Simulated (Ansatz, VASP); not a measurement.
# ZrC: VASP beside Ansatz

```
Zr C
1.0
     0.00000    2.32096    2.32096
     2.32096    0.00000    2.32096
     2.32096    2.32096    0.00000
Zr C
1 1
Direct
  0.50000 0.50000 0.50000
  0.00000 0.00000 0.00000
```

Alike in both runs: functional LDA; k mesh 15 × 15 × 15; occupations fermi-dirac, width 0.05 eV; no spin polarisation.

Ansatz relaxed the structure, and its values are those at the end. VASP's run is a single point on that final structure, the one shown.

|  | VASP | Ansatz |
| --- | --- | --- |
| version | VASP 6.6.1 | Ansatz 0.2.0 |
| potentials or method | VASP PAW LDA potentials, release 64 (Zr_sv, C), cutoff 520 eV | all-electron LAPW, scalar-relativistic |

Ansatz gave:

```
pressure (GPa) : 0.0
```

What did VASP give for the same quantities?

Pressure (GPa): 0.6.

Ansatz ran all-electron here, so the differences hold the error of VASP's frozen core and of both bases.
